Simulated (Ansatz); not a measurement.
**Cold compression of I (begun as hcp type, now distorted hcp)**

```yaml
crystal:
  lattice:
    - [4.26834, 0.00000, 0.00000]
    - [-2.13417, 3.69649, 0.00000]
    - [0.00000, 0.00000, 4.90819]
  atoms:
    - { symbol: I, position: [0.33333, 0.66667, 0.25000] }
    - { symbol: I, position: [0.66667, 0.33333, 0.75000] }
```

The cell comes from a relaxation on PAW files under the same functional, begun from a prototype that needn't be the stable phase.

The start type wasn't kept: the relaxed cell is distorted hcp.

Its volume is scaled, and at each volume shape and atoms are relaxed on PAW files; all methods then take that cell.

All numbers are PBE results (scalar-relativistic) from Ansatz 0.2.0, with a Γ-centred 12×12×7 k mesh, Fermi–Dirac smearing of 0.08 eV, no spin polarisation. Methods: LAPW: all electrons, basis error target 1 meV/atom; PAW: frozen-core files, cutoff 420 eV; norm-conserving: pseudopotentials, cutoff 952 eV.

Energies are extrapolated to zero smearing and count from the unscaled cell; pressure is positive in compression; gaps take the mesh and a band path. No temperature or zero-point motion is included.

Spin–orbit coupling is left out, which matters for the heavy atoms.

```json
{"V/V0": "1.00", "V (Å³/atom)": "38.72", "P LAPW (GPa)": "0.02", "ΔE LAPW (eV/atom)": "0.000", "P PAW − LAPW (GPa)": "-0.01", "ΔE PAW − LAPW (meV/atom)": "0.0", "space group": "P6_3/mmc", "shortest distance (Å)": "3.478"}
{"V/V0": "0.90", "V (Å³/atom)": "34.85", "P LAPW (GPa)": "2.22", "ΔE LAPW (eV/atom)": "0.022", "P PAW − LAPW (GPa)": "-0.01", "ΔE PAW − LAPW (meV/atom)": "0.0", "space group": "P6_3/mmc", "shortest distance (Å)": "3.396"}
{"V/V0": "0.80", "V (Å³/atom)": "30.98", "P LAPW (GPa)": "6.54", "ΔE LAPW (eV/atom)": "0.121", "P PAW − LAPW (GPa)": "-0.01", "ΔE PAW − LAPW (meV/atom)": "-0.2", "space group": "P6_3/mmc", "shortest distance (Å)": "3.304"}
{"V/V0": "0.70", "V (Å³/atom)": "27.10", "P LAPW (GPa)": "14.77", "ΔE LAPW (eV/atom)": "0.367", "P PAW − LAPW (GPa)": "-0.02", "ΔE PAW − LAPW (meV/atom)": "-0.6", "space group": "P6_3/mmc", "shortest distance (Å)": "?"}
```

Problem. What belongs in the row "0.70", column "shortest distance (Å)"?

Solution. 3.209.

Problem. At the smallest volume, how far does norm-conserving lie from LAPW in pressure?

Solution. norm-conserving: -0.05 GPa, on a LAPW pressure of 14.77 GPa.

Problem. How do the Löwdin populations by LAPW change from the unscaled cell to the last row?

Solution. I 5p 4.97 → 4.93 electrons an atom. These are projections on the shells that the free atoms fill; 0.06 e a cell lies outside them at the start and 0.15 e at the end.
